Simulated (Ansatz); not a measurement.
An Ansatz input (plane waves, PAW) for TiCo that has something wrong with it:

```yaml
crystal:
  lattice:
    - [2.9850037129, 0.0, 0.0]
    - [0.0, 2.9850037129, 0.0]
    - [0.0, 0.0, 2.9850037129]
  atoms:
    - { symbol: Ti, position: [0.0, 0.0, 0.0], spin: 0.32, spin_axis: [0.0, 0.0, 1.0] }
    - { symbol: Co, position: [0.5, 0.5, 0.5], spin: 1.35, spin_axis: [0.0, 0.0, 1.0] }
basis:
  ecutwfc: 420
  ecutrho_ratio: 4
kpoints:
  mp_grid: { grid: [12, 12, 12] }
hamiltonian:
  xc: pbe
scf:
  occupations: { method: methfessel_paxton, width: 5.0 }
  max_iter: 75
output:
  forces: true
  stress: true
magnetization:
  noncollinear: true
  spin_orbit: true
```

Launched as:
```sh
ansatz run input.yaml --threads 4 --pin off --max-ram 7168MiB --backend cpu --events-out ev --progress --plain --runs-dir out
```

What the program printed:

```
Warning: output.stress: scf.convergence.dr2_threshold = 1e-7 eV (the SCF's general default) is looser than the 2e-10 eV advised for a printed stress (1e-10 eV for each atom of the cell: 2). What an SCF threshold leaves in a stress goes as its square root, and in the free energy as the threshold itself, and one threshold admits the most on a small cell: of the crystals measured, under no hybrid fun
```

```
SCF iter   1: F=—  HF=-7628.365905 eV  |F-HF|=—  |Δ(HF+E_count)|=         —  Δρ=1.05e-1  dr2=1.19e0  dr2_m=6.75e-1  |M|=8.01e-1 ∫|m|=8.01e-1 μB
SCF iter   2: F=—  HF=-7628.349585 eV  |F-HF|=—  |Δ(HF+E_count)|=   1.63e-2  S|Δr|=    0.00e0  Δρ=8.53e-2  dr2=5.84e-1  dr2_m=4.44e-1  |M|=7.30e-1 ∫|m|=7.30e-1 μB
SCF iter   3: F=—  HF=-7628.329357 eV  |F-HF|=—  |Δ(HF+E_count)|=   2.02e-2  S|Δr|=    0.00e0  Δρ=7.63e-2  dr2=8.21e-2  dr2_m=3.55e-1  |M|=6.17e-1 ∫|m|=6.17e-1 μB
SCF iter   4: F=—  HF=-7628.350646 eV  |F-HF|=—  |Δ(HF+E_count)|=   2.13e-2  S|Δr|=    0.00e0  Δρ=6.56e-2  dr2=3.76e-3  dr2_m=2.62e-1  |M|=5.39e-1 ∫|m|=5.39e-1 μB
SCF iter   5: F=—  HF=-7628.371177 eV  |F-HF|=—  |Δ(HF+E_count)|=   2.05e-2  S|Δr|=    0.00e0  Δρ=5.76e-2  dr2=9.11e-4  dr2_m=2.02e-1  |M|=4.65e-1 ∫|m|=4.65e-1 μB
SCF iter   6: F=—  HF=-7628.385434 eV  |F-HF|=—  |Δ(HF+E_count)|=   1.43e-2  S|Δr|=    0.00e0  Δρ=5.04e-2  dr2=1.41e-4  dr2_m=1.55e-1  |M|=4.03e-1 ∫|m|=4.04e-1 μB
SCF iter   7: F=—  HF=-7628.396104 eV  |F-HF|=—  |Δ(HF+E_count)|=   1.07e-2  S|Δr|=    0.00e0  Δρ=4.43e-2  dr2=1.09e-5  dr2_m=1.19e-1  |M|=3.49e-1 ∫|m|=3.51e-1 μB
SCF iter   8: F=—  HF=-7628.404028 eV  |F-HF|=—  |Δ(HF+E_count)|=   7.92e-3  S|Δr|=    0.00e0  Δρ=3.88e-2  dr2=5.34e-5  dr2_m=9.19e-2  |M|=3.03e-1 ∫|m|=3.06e-1 μB
...
SCF iter  17: F=—  HF=-7628.429468 eV  |F-HF|=—  |Δ(HF+E_count)|=   1.60e-8  S|Δr|=    0.00e0  Δρ=1.30e-5  dr2=3.45e-8  dr2_m=8.60e-9  |M|=7.70e-5 ∫|m|=1.46e-4 μB
SCF iter  18: F=—  HF=-7628.429468 eV  |F-HF|=—  |Δ(HF+E_count)|=   2.47e-8  S|Δr|=    0.00e0  Δρ=5.96e-6  dr2=7.88e-9  dr2_m=6.43e-10  |M|=8.50e-6 ∫|m|=3.72e-5 μB
SCF iter  19: F=—  HF=-7628.429468 eV  |F-HF|=—  |Δ(HF+E_count)|=   1.36e-9  S|Δr|=    0.00e0  Δρ=2.05e-6  dr2=1.20e-9  dr2_m=7.64e-11  |M|=2.28e-6 ∫|m|=1.17e-5 μB
SCF iter  20: F=-7628.429468 eV  HF=-7628.429468 eV  |F-HF|=3.12e-10  |Δ(HF+E_count)|=  1.06e-10  S|Δr|=    0.00e0  Δρ=1.13e-6  dr2=3.47e-10  dr2_m=5.52e-12  |M|=1.80e-8 ∫|m|=3.59e-6 μB
```

```
SCF 1 converged in 20 iterations: F = -7628.429468 eV  dr2 = 3.47e-10
SCF converged after 20 iterations
Magnetization: |M| = 0.0000 μB,  M = ( 0.0000, +0.0000, +0.0000) μB
Absolute magnetization: 0.0000 μB (∫|m|, with the PAW one-centre terms)
  site 0: m = ( 0.0000,  0.0000,  0.0000) μB, |m| = 0.0000 μB  (R = 1.07 Å)
  site 1: m = ( 0.0000, +0.0000,  0.0000) μB, |m| = 0.0000 μB  (R = 1.07 Å)
Free energy (F): -7628.429468 eV
E sigma→0 (E₀):  -7627.032735 eV
Entropy (-TS):   -5.586930 eV (-2793.465 meV/atom)
Fermi energy:    16.724557 eV
Step filling:    the computed levels leave a gap of 0.0000 eV = 0.0 smearing widths at the electron count; against every level under it full and every level over it empty, smearing changes F+E_penalty+E_count by -861.754 meV and its σ→0 estimate by +534.978 meV
--- Forces (eV/Å), atoms counted from 1 ---
  atom   1  Ti     0.00000000     0.00000000     0.00000000
  atom   2  Co     0.00000000     0.00000000     0.00000000
--- Stress (GPa, compression-positive) ---
       25.737172       0.000000       0.000000
        0.000000      25.737172       0.000000
        0.000000       0.000000      25.737173
  P = ⅓ Tr σ = 25.7372 GPa (257.372 kbar)
```

What is wrong with it?

A smearing of electronvolts. Against the sound input: scf.occupations: {"method": "gaussian", "width": 0.05} → {"method": "methfessel_paxton", "width": 5.0} (the cap on iterations is only a precaution).

The run converged all the same; its pressure of 26 GPa shows the fault against the sound run's. Its energy lies -46 meV/atom from the sound one. Cost: 42 s on 4 threads of Arm Neoverse V2, on a shared host, peak memory 0.93 GiB. The run before the change (PBE with spin–orbit coupling, 420 eV, 12×12×12 mesh) gave:

| run | P (GPa) | gap on the mesh (eV) | cell moment (μB) | largest force component (eV/Å) |
| --- | --- | --- | --- | --- |
| sound | 0.0 | metal | 0.89 | 0.000 |
| spoiled | 25.7 | metal | 0.00 | 0.000 |

The two runs also differ in their start: the sound one had the moments 0.05, 1.01 μB typed, and went on from the state of an earlier run.

The chain of runs began from a structure of the Materials Project database, expanded in volume; all values here are this work's own. Such entries can be computed or ordered models and not known phases.

Of that run: Only parallel moments were tried, so the real magnetic order may be another.
